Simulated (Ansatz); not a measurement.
# SrTiO3: the cost of one run

Program: Ansatz 0.2.0. Level of theory: DFT PBEsol, scalar-relativistic, plane waves, PAW. These are calculated values, not measurements.

6 further runs of the same task are left out: 1 for a known fault of the program, 5 set aside as unsound or not needed. Runs told in other sessions of the task aren't counted.

## (1) The system as given

It takes space group Pm-3m (No. 221, cubic). The conventional cell has a = 3.891 Å, b = 3.891 Å, c = 3.891 Å, α = 90.00°, β = 90.00°, γ = 90.00°. Sr (site symmetry m-3m) is surrounded by 12 O at 2.75 Å. Ti (site symmetry m-3m) has 6 O at 1.95 Å in its first shell of neighbours. Around O (site symmetry 4/mmm) lie 2 Ti at 1.95 Å and 4 Sr at 2.75 Å.

Structure file:

```xyz
5
Lattice="3.8914 0.0000 0.0000 0.0000 3.8914 0.0000 0.0000 0.0000 3.8914" Properties=species:S:1:pos:R:3 pbc="T T T"
Sr    0.0000    0.0000    0.0000
Ti    1.9457    1.9457    1.9457
O     0.0000    1.9457    1.9457
O     1.9457    0.0000    1.9457
O     1.9457    1.9457    0.0000
```

It is the result of an earlier relaxation at this level (volume 11.79 Å³/atom; gap on the mesh: 1.86 eV).

## (2) Plan of the line

The energy is mapped over two normal modes frozen in (zone-centre modes of the cell shown).

The axes are (1) amplitude of mode 1 (77i cm⁻¹), largest displacement: 9 values from −0.124 Å; (2) amplitude of mode 7 (156 cm⁻¹), largest displacement: 9 values from −0.299 Å.

Nothing else is relaxed (the cell and all other modes fixed). Energies count from the relaxed high-symmetry cell. Points are written as (first, second).

The modes come from a phonon run on the reference cell, made beforehand.

The patterns, per unit of each coordinate (Å):

```
atom      x1     y1     z1      x2     y2     z2
 Sr1  -0.227  0.000  0.000  -0.697  0.000  0.000
 Ti2  -0.559  0.000  0.000   1.000  0.000  0.000
  O3   0.914  0.000  0.000   0.202  0.000  0.000
  O4   1.000  0.000  0.000   0.312  0.000  0.000
  O5   1.000  0.000  0.000   0.312  0.000  0.000
```

## (3) The run at (−0.093 Å, −0.299 Å)

input.yaml reads:

```yaml
crystal:
  lattice:
    - [3.89138154, 0.0, 0.0]
    - [0.0, 3.89138154, 0.0]
    - [0.0, 0.0, 3.89138154]
  atoms:
    - { symbol: Sr, position: [0.0589752815, 0.0, 0.0] }
    - { symbol: Ti, position: [0.4365289977, 0.5, 0.5] }
    - { symbol: O, position: [-0.0373664862, 0.5, 0.5] }
    - { symbol: O, position: [0.4521400936, 0.0, 0.5] }
    - { symbol: O, position: [0.4521400936, 0.5, 0.0] }
basis:
  ecutwfc: 520.0
kpoints:
  mp_grid: { grid: [8, 8, 8] }
hamiltonian:
  xc: pbesol
  pseudopotentials: { kind: paw, azcp: { folder: soft_1 } }
scf:
  occupations: { method: gaussian, width: 0.05 }
output:
  forces: true
  stress: true
  eigenvalues: true
```

The run is started by

```console
ansatz run input.yaml --threads 2 --pin off --max-ram 4096MiB --backend cpu --events-out ev --progress --plain --runs-dir out
```

Q: Estimate wall time and peak memory on 2 threads of Arm Neoverse N1, shared host.

About 14 s, with a peak of 0.39 GiB.
